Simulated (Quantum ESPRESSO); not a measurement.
# MoS2 (R3m) in Quantum ESPRESSO: phonons with PBEsol

Aim: the phonons of MoS2 with PBEsol.

Program: Quantum ESPRESSO 7.5. These are calculated values, not measurements. Logs are shortened: lines on timing, memory, paths and dates and some standing lists are left out, and cuts for length are marked.

## (1) Starting point

It takes space group R3m (No. 160, trigonal). Conventional cell: a = 3.160 Å, b = 3.160 Å, c = 18.450 Å, α = 90.00°, β = 90.00°, γ = 120.00°. Mo (site symmetry 3m) has 6 S at 2.39 Å as nearest neighbours. S (site symmetry 3m) is surrounded by 3 Mo at 2.39 Å. Around S (site symmetry 3m) lie 3 Mo at 2.39 Å.

Measurements of this composition are mostly on another form, of space group No. 194.

## (2) Phonons, PBEsol

Input file pw.in:

```
&CONTROL
  calculation = 'scf'
  prefix = 'pwscf'
  outdir = './tmp'
  pseudo_dir = './pseudo'
  tprnfor = .true.
  tstress = .true.
  disk_io = 'low'
/
&SYSTEM
  ibrav = 0
  celldm(1) = 8
  nat = 3
  ntyp = 2
  ecutwfc = 45
  ecutrho = 360
  nbnd = 20
  occupations = 'smearing'
  smearing = 'fd'
  degauss = 0.00367493
/
&ELECTRONS
  conv_thr = 6d-10
  electron_maxstep = 120
  mixing_beta = 0.5
/
ATOMIC_SPECIES
Mo    95.9500 mo_pbesol_v1.uspp.F.UPF
S     32.0600 s_pbesol_v1.4.uspp.F.UPF
CELL_PARAMETERS alat
  0.3732209096136   0.2154791926280   1.4527269583061
 -0.3732209096136   0.2154791926280   1.4527269583061
  0.0000000000000  -0.4309583852559   1.4527269583061
ATOMIC_POSITIONS crystal
Mo     0.0000000000    0.0000000000    0.0000000000
S      0.4170000000    0.4170000000    0.4170000000
S      0.2500000000    0.2500000000    0.2500000000
K_POINTS automatic
8 8 8 1 1 1
```

Input file relax.in:

```
&CONTROL
  calculation = 'vc-relax'
  prefix = 'pwscf'
  outdir = './tmp'
  pseudo_dir = './pseudo'
  tprnfor = .true.
  tstress = .true.
  disk_io = 'low'
  nstep = 40
  forc_conv_thr = 0.0001
  etot_conv_thr = 1d-06
/
&SYSTEM
  ibrav = 0
  celldm(1) = 8
  nat = 3
  ntyp = 2
  ecutwfc = 45
  ecutrho = 360
  nbnd = 20
  occupations = 'smearing'
  smearing = 'fd'
  degauss = 0.00367493
/
&ELECTRONS
  conv_thr = 6d-10
  electron_maxstep = 120
  mixing_beta = 0.5
/
&IONS
  ion_dynamics = 'bfgs'
/
&CELL
  cell_dynamics = 'bfgs'
  press = 0
  press_conv_thr = 0.2
/
ATOMIC_SPECIES
Mo    95.9500 mo_pbesol_v1.uspp.F.UPF
S     32.0600 s_pbesol_v1.4.uspp.F.UPF
CELL_PARAMETERS alat
  0.3732209096096   0.2154791926303   1.4527269583061
 -0.3732209096096   0.2154791926303   1.4527269583061
  0.0000000000000  -0.4309583852606   1.4527269583061
ATOMIC_POSITIONS crystal
Mo     0.0000000000    0.0000000000    0.0000000000
S      0.4170000000    0.4170000000    0.4170000000
S      0.2500000000    0.2500000000    0.2500000000
K_POINTS automatic
8 8 8 1 1 1
```

Input file gamma.in:

```
&CONTROL
  calculation = 'bands'
  prefix = 'pwscf'
  outdir = './tmp'
  pseudo_dir = './pseudo'
  disk_io = 'low'
  verbosity = 'high'
/
&SYSTEM
  ibrav = 0
  celldm(1) = 8
  nat = 3
  ntyp = 2
  ecutwfc = 45
  ecutrho = 360
  nbnd = 20
  occupations = 'smearing'
  smearing = 'fd'
  degauss = 0.00367493
/
&ELECTRONS
  conv_thr = 1d-08
  electron_maxstep = 120
  mixing_beta = 0.5
  diago_full_acc = .true.
  startingwfc = 'random'
/
ATOMIC_SPECIES
Mo    95.9500 mo_pbesol_v1.uspp.F.UPF
S     32.0600 s_pbesol_v1.4.uspp.F.UPF
CELL_PARAMETERS alat
  0.3709424752310   0.2141637379285   1.4728879476073
 -0.3709424752310   0.2141637379285   1.4728879476073
  0.0000000000000  -0.4283274758569   1.4728879476073
ATOMIC_POSITIONS crystal
Mo     0.0000981491    0.0000981491    0.0000981491
S      0.4167219588    0.4167219588    0.4167219588
S      0.2501798921    0.2501798921    0.2501798921
K_POINTS crystal
1
0.0 0.0 0.0 1
```

Input file scf2.in:

```
&CONTROL
  calculation = 'scf'
  prefix = 'pwscf'
  outdir = './tmp'
  pseudo_dir = './pseudo'
  tprnfor = .true.
  tstress = .true.
  disk_io = 'low'
/
&SYSTEM
  ibrav = 0
  celldm(1) = 8
  nat = 3
  ntyp = 2
  ecutwfc = 45
  ecutrho = 360
  nbnd = 20
  occupations = 'fixed'
/
&ELECTRONS
  conv_thr = 1d-13
  electron_maxstep = 120
  mixing_beta = 0.5
  startingpot = 'file'
/
ATOMIC_SPECIES
Mo    95.9500 mo_pbesol_v1.uspp.F.UPF
S     32.0600 s_pbesol_v1.4.uspp.F.UPF
CELL_PARAMETERS alat
  0.3709424752310   0.2141637379285   1.4728879476073
 -0.3709424752310   0.2141637379285   1.4728879476073
  0.0000000000000  -0.4283274758569   1.4728879476073
ATOMIC_POSITIONS crystal
Mo     0.0000981491    0.0000981491    0.0000981491
S      0.4167219588    0.4167219588    0.4167219588
S      0.2501798921    0.2501798921    0.2501798921
K_POINTS automatic
8 8 8 1 1 1
```

Input file ph.in:

```
phonons of MoS2
&INPUTPH
  prefix = 'pwscf'
  outdir = './tmp'
  tr2_ph = 1d-18
  fildyn = 'dyn'
  niter_ph = 90
  alpha_mix(1) = 0.7
  epsil = .true.
/
0.0000000000 0.0000000000 0.0000000000
```

Input file dynmat.in:

```
&INPUT
  fildyn = 'dyn'
  asr = 'crystal'
  lperm = .true.
  filout = 'dynmat.disp'
  fileig = 'dynmat.eig'
/
```

Input file dynmat_lo.in:

```
&INPUT
  fildyn = 'dyn'
  asr = 'crystal'
  filout = 'dynmat_lo.disp'
  fileig = 'dynmat_lo.eig'
  q(1) = 0
  q(2) = 0
  q(3) = 1
/
```

Potentials or basis: GBRV 1.5 PBEsol.

Run with:

```sh
OMP_NUM_THREADS=1 pw.x -in pw.in > pw.out
OMP_NUM_THREADS=1 pw.x -in relax.in > relax.out
OMP_NUM_THREADS=1 pw.x -in gamma.in > gamma.out
OMP_NUM_THREADS=1 pw.x -in scf2.in > scf2.out
OMP_NUM_THREADS=1 ph.x -in ph.in > ph.out
OMP_NUM_THREADS=1 dynmat.x -in dynmat.in > dynmat.out
OMP_NUM_THREADS=1 dynmat.x -in dynmat_lo.in > dynmat_lo.out
```

pw.out:

```text
This program is part of the open-source Quantum ESPRESSO suite
     for quantum simulation of materials; please cite
[... 9 lines left out ...]
     --------------------
     sticks:   dense  smooth     PW     G-vecs:    dense   smooth      PW
     Sum        2013    1003    339                41357    14647    2873

     Using Slab Decomposition

     bravais-lattice index     =            0
     lattice parameter (alat)  =       8.0000  a.u.
     unit-cell volume          =     358.9025 (a.u.)^3
     number of atoms/cell      =            3
     number of atomic types    =            2
     number of electrons       =        26.00
     number of Kohn-Sham states=           20
     kinetic-energy cutoff     =      45.0000  Ry
     charge density cutoff     =     360.0000  Ry
     scf convergence threshold =      6.0E-10
     mixing beta               =       0.5000
     number of iterations used =            8  plain     mixing
     Exchange-correlation= SLA  PW   PSX  PSC
                           (   1   4  10   8   0   0   0)

     celldm(1)=   8.000000  celldm(2)=   0.000000  celldm(3)=   0.000000
     celldm(4)=   0.000000  celldm(5)=   0.000000  celldm(6)=   0.000000

     crystal axes: (cart. coord. in units of alat)
               a(1) = (   0.373221   0.215479   1.452727 )
               a(2) = (  -0.373221   0.215479   1.452727 )
               a(3) = (   0.000000  -0.430958   1.452727 )

     reciprocal axes: (cart. coord. in units 2 pi/alat)
               b(1) = (  1.339689  0.773470  0.229454 )
               b(2) = ( -1.339689  0.773470  0.229454 )
               b(3) = ( -0.000000 -1.546940  0.229454 )

     PseudoPot. # 1 for Mo read from file:
     mo_pbesol_v1.uspp.F.UPF
     Pseudo is Ultrasoft + core correction, Zval = 14.0
     Generated by new atomic code, or converted to UPF format
     Using radial grid of  889 points,  6 beta functions with:
                l(1) =   0
                l(2) =   0
                l(3) =   1
                l(4) =   1
                l(5) =   2
                l(6) =   2
     Q(r) pseudized with  6 coefficients,  rinner =    1.000   1.000   1.000
                                                       1.000   1.000

     PseudoPot. # 2 for S  read from file:
     s_pbesol_v1.4.uspp.F.UPF
     Pseudo is Ultrasoft + core correction, Zval =  6.0
     Generated by new atomic code, or converted to UPF format
     Using radial grid of  907 points,  6 beta functions with:
                l(1) =   0
                l(2) =   0
                l(3) =   1
                l(4) =   1
                l(5) =   2
                l(6) =   2
     Q(r) pseudized with  8 coefficients,  rinner =    1.300   1.300   1.300
                                                       1.300   1.300

     atomic species   valence    mass     pseudopotential
     Mo               14.00    95.95000     Mo( 1.00)
     S                 6.00    32.06000     S ( 1.00)

      6 Sym. Ops. (no inversion) found

   Cartesian axes

     site n.     atom                  positions (alat units)
         1        Mo     tau(   1) = (   0.0000000   0.0000000   0.0000000  )
         2        S      tau(   2) = (   0.0000000   0.0000000   1.8173614  )
         3        S      tau(   3) = (   0.0000000   0.0000000   1.0895452  )

     number of k points=    60  Fermi-Dirac smearing, width (Ry)=  0.0037
                       cart. coord. in units 2pi/alat
        k(    1) = (  -0.0000000   0.0000000   0.0430225), wk =   0.0078125
        k(    2) = (  -0.0000000  -0.1933675   0.0717042), wk =   0.0234375
        k(    3) = (  -0.0000000  -0.3867349   0.1003859), wk =   0.0234375
        k(    4) = (  -0.0000000  -0.5801024   0.1290676), wk =   0.0234375
        k(    5) = (   0.0000000   0.7734699  -0.0717042), wk =   0.0234375
        k(    6) = (   0.0000000   0.5801024  -0.0430225), wk =   0.0234375
[... 52 lines left out ...]
        k(   59) = (  -0.0000000  -0.0000000   0.3011578), wk =   0.0078125
        k(   60) = (   0.0000000   1.3535723   0.1003859), wk =   0.0234375

     Dense  grid:    41357 G-vectors     FFT dimensions: (  75,  75,  75)

     Smooth grid:    14647 G-vectors     FFT dimensions: (  54,  54,  54)

     Initial potential from superposition of free atoms

     starting charge      25.9990, renormalised to      26.0000
     Starting wfcs are   21 randomized atomic wfcs

     Self-consistent Calculation

     iteration #  1     ecut=    45.00 Ry     beta= 0.50
     Davidson diagonalization with overlap
     ethr =  1.00E-02,  avg # of iterations =  5.5

     Threshold (ethr) on eigenvalues was too large:
     Diagonalizing with lowered threshold

     Davidson diagonalization with overlap
     ethr =  3.88E-04,  avg # of iterations =  3.6

     total energy              =    -187.54412720 Ry
     estimated scf accuracy    <       0.11394418 Ry
[... 57 lines left out ...]
     iteration # 10     ecut=    45.00 Ry     beta= 0.50
     Davidson diagonalization with overlap
     ethr =  3.19E-11,  avg # of iterations =  1.9

     End of self-consistent calculation

          k =-0.0000 0.0000 0.0430 (  1819 PWs)   bands (ev):

   -50.4153 -24.6081 -24.3702 -24.3702  -4.0316  -2.3086   4.0567   7.5981
     7.5981   8.7432   8.7432   9.5275  10.1586  13.1095  13.1095  13.5429
    13.5429  16.4686  19.0703  19.4596
[... 57 lines left out ...]
   -50.3837 -24.6595 -24.5451 -24.4633  -2.5803  -1.9329   4.9809   6.0207
     6.4062   7.1272   8.3513   9.1475   9.4694  12.3747  12.8679  13.5225
    14.8083  18.3575  19.0106  19.5489

          k =-0.1675 0.8702-0.0430 (  1817 PWs)   bands (ev):

   -50.3731 -24.7492 -24.5238 -24.4980  -1.9884  -1.7201   4.6208   5.3278
     6.1319   7.0534   8.4571   8.6915   9.7763  12.6503  13.1463  13.9051
    14.8860  16.6491  18.7582  19.3389

          k =-0.1675 0.6768-0.0143 (  1820 PWs)   bands (ev):

   -50.3731 -24.7492 -24.5238 -24.4980  -2.0170  -1.6892   4.5708   5.3375
     6.1754   7.1397   8.3721   8.7004   9.7846  12.4924  13.0984  14.0410
    14.7929  16.9928  18.8201  19.2170

          k =-0.1675 0.4834 0.0143 (  1825 PWs)   bands (ev):
[... 19 lines left out ...]
   -50.3837 -24.6595 -24.5451 -24.4633  -2.5500  -1.9732   5.0359   5.9987
     6.5189   7.1165   8.2729   8.9522   9.4901  12.4098  12.8765  13.5897
    14.7964  18.6343  18.9293  19.9054

          k =-0.3349 0.9668-0.0143 (  1823 PWs)   bands (ev):

   -50.3731 -24.7056 -24.5431 -24.5239  -1.9713  -1.7442   5.0479   5.2364
     6.5248   7.0265   7.3281   8.7009   9.7622  12.6194  13.1920  13.6103
    15.0897  17.6909  19.0865  19.5457

          k =-0.3349 0.7735 0.0143 (  1812 PWs)   bands (ev):
[... 247 lines left out ...]
   -50.4092 -24.5959 -24.4321 -24.3842  -3.5560  -2.6099   5.2651   7.0842
     7.1053   7.8310   8.4176   8.9371  10.6397  12.9394  13.1533  13.2349
    13.6079  17.5731  20.0643  20.4060

     the Fermi energy is    11.5205 ev

!    total energy              =    -187.57541784 Ry
     estimated scf accuracy    <          4.6E-10 Ry
     smearing contrib. (-TS)   =      -0.00000011 Ry
     internal energy E=F+TS    =    -187.57541773 Ry

     The total energy is F=E-TS. E is the sum of the following terms:
     one-electron contribution =     -87.50640940 Ry
     hartree contribution      =      54.92012491 Ry
     xc contribution           =     -36.03873625 Ry
     ewald contribution        =    -118.95039699 Ry

     convergence has been achieved in  10 iterations

     Forces acting on atoms (cartesian axes, Ry/au):

     atom    1 type  1   force =     0.00000000   -0.00000000    0.00334882
     atom    2 type  2   force =     0.00000000    0.00000000    0.00609983
     atom    3 type  2   force =     0.00000000   -0.00000000   -0.00944864

     Total force =     0.011735     Total SCF correction =     0.000034

     Computing stress (Cartesian axis) and pressure

          total   stress  (Ry/bohr**3)                   (kbar)     P=        0.17
  -0.00006636  -0.00000000   0.00000000           -9.76       -0.00        0.00
   0.00000000  -0.00006636   0.00000000            0.00       -9.76        0.00
  -0.00000000   0.00000000   0.00013618           -0.00        0.00       20.03

=------------------------------------------------------------------------------=
   JOB DONE.
=------------------------------------------------------------------------------=
```

Run time: 45 min. Hardware: 1 thread of AMD EPYC 9R45 (Zen 5), shared host; peak memory 0.31 GiB.

What came out:

| Quantity | Value |
| --- | --- |
| Free energy | -2552.0995 eV |
| Relaxed volume | 17.76 Å³/atom |
| Relaxed cell | a = 6.494 Å, b = 6.494 Å, c = 6.494 Å, α = 27.99°, β = 27.99°, γ = 27.99° |
| Space group after relaxing (to 0.05 Å) | R3m (No. 160) |
| Pressure after relaxing | 0.0 GPa |
| Electronic dielectric tensor (diagonal) | 14.98, 14.98, 6.31 |
| Born charges (mean of the diagonal) | Mo -0.96; S +0.46, +0.49 e |
| Highest phonon frequency at Γ, LO-TO splitting left out | 469 cm⁻¹ |
| Static dielectric tensor (diagonal) | 15.18, 15.18, 6.36 |

Forces in eV/Å, atoms in the order of the input:
```
Mo   0.000  0.000  0.002
S    0.000  0.000  0.001
S    0.000  0.000 -0.002
```

The path:
```
step  energy change (eV)  largest force (eV/Å)  pressure (GPa)  volume (Å³)
   1              0.0000                0.2429            0.02        53.18
   2             -0.0037                0.0522           -0.47        53.19
   3             -0.0056                0.0351           -0.20        52.97
   4             -0.0057                0.0166           -0.01        52.90
   5             -0.0057                0.0097            0.03        52.89
   6             -0.0057                0.0087            0.05        52.90
   7             -0.0057                0.0078            0.07        52.91
   8             -0.0057                0.0105            0.09        52.93
   9             -0.0057                0.0128            0.10        52.96
  10             -0.0058                0.0141            0.10        53.02
  11             -0.0058                0.0138            0.09        53.10
  12             -0.0058                0.0110            0.06        53.22
  13             -0.0058                0.0068            0.03        53.25
  14             -0.0058                0.0021            0.01        53.27
```

Final structure:
```yaml
crystal:
  lattice:
    - [1.57035, 0.90664, 6.23535]
    - [-1.57035, 0.90664, 6.23535]
    - [0.00000, -1.81329, 6.23535]
  atoms:
    - { symbol: Mo, position: [0.00010, 0.00010, 0.00010] }
    - { symbol: S, position: [0.41672, 0.41672, 0.41672] }
    - { symbol: S, position: [0.25018, 0.25018, 0.25018] }
```

Levels at points of the mesh, in eV from the valence-band top:
```csv
k point,band 9,band 10,band 11,band 12,band 13,band 14,band 15,band 16,band 17,band 18
"(0.06, 0.06, 0.06)",-3.25,-2.11,-2.11,-1.56,-0.93,2.22,2.22,2.59,2.59,5.64
```

Phonon frequencies in cm⁻¹ (negative: imaginary):
| q point | frequencies |
| --- | --- |
| (0.000, 0.000, 0.000) | 2 2 2 287 287 385 385 408 469 |

Electronic dielectric tensor:
```
14.98  0.00  0.00
 0.00 14.98  0.00
 0.00  0.00  6.31
```

Born effective charge tensors (e):
atom 1, Mo
```
-1.10  0.00  0.00
 0.00 -1.10  0.00
 0.00  0.00 -0.66
```
atom 2, S
```
0.54 0.00 0.00
0.00 0.54 0.00
0.00 0.00 0.30
```
atom 3, S
```
0.55 0.00 0.00
0.00 0.55 0.00
0.00 0.00 0.37
```

Optical modes at Γ, degenerate ones joined, polar ones without the macroscopic field:
```csv
cm⁻¹,components,symmetry,active in,"IR intensity, summed ((D/Å)²/amu)"
287,2,E,IR and Raman,0.00
385,2,E,IR and Raman,1.45
408,1,A1,IR and Raman,0.00
469,1,A1,IR and Raman,0.26
```

Zone-centre frequencies without and with the macroscopic field along z (cm⁻¹):
```tsv
	optical modes in rising order
without	287 287 385 385 408 469
with the field	287 287 385 385 408 470
```

Static dielectric tensor, electrons and zone-centre modes:
```
15.18  0.00  0.00
 0.00 15.18  0.00
 0.00  0.00  6.36
```

Caveat: the layers were relaxed without a dispersion term, so their spacing and the soft interlayer modes are unreliable.
